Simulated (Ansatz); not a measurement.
Here is an Ansatz 0.2.0 calculation.

input.yaml

```yaml
crystal:
  lattice:
    - [0.0, 3.2319988239, 3.2319988239]
    - [3.2319988239, 0.0, 3.2319988239]
    - [3.2319988239, 3.2319988239, 0.0]
  atoms:
    - { symbol: Te, position: [0.25, 0.25, 0.25] }
    - { symbol: Mg, position: [0.0, 0.0, 0.0] }
hamiltonian:
  xc: pbe
  pseudopotentials: { kind: paw }
kpoints:
  mp_grid: { grid: [7, 7, 7] }
scf:
  occupations: { method: gaussian, width: 0.018 }
output:
  forces: true
  stress: true
  eigenvalues: true
```

Potentials or basis: Ansatz PAW.

Launch:

```sh
$ ansatz run input.yaml --threads 2 --pin off --max-ram 5632MiB --backend cpu --events-out ev --progress --plain --runs-dir out
```

Q: Predict the band gap on the k mesh.

A: 2.42 eV, direct.

Q: Estimate the pressure.

A: 0.7 GPa.

Caveat: odd divisions of the mesh miss points on the zone boundary, where band edges often lie, so the gap on the mesh can be too wide; spin-orbit coupling is left out, which moves the levels of the heavy elements. Expect the measured gap to be larger: semilocal functionals such as PBE lack the derivative discontinuity.
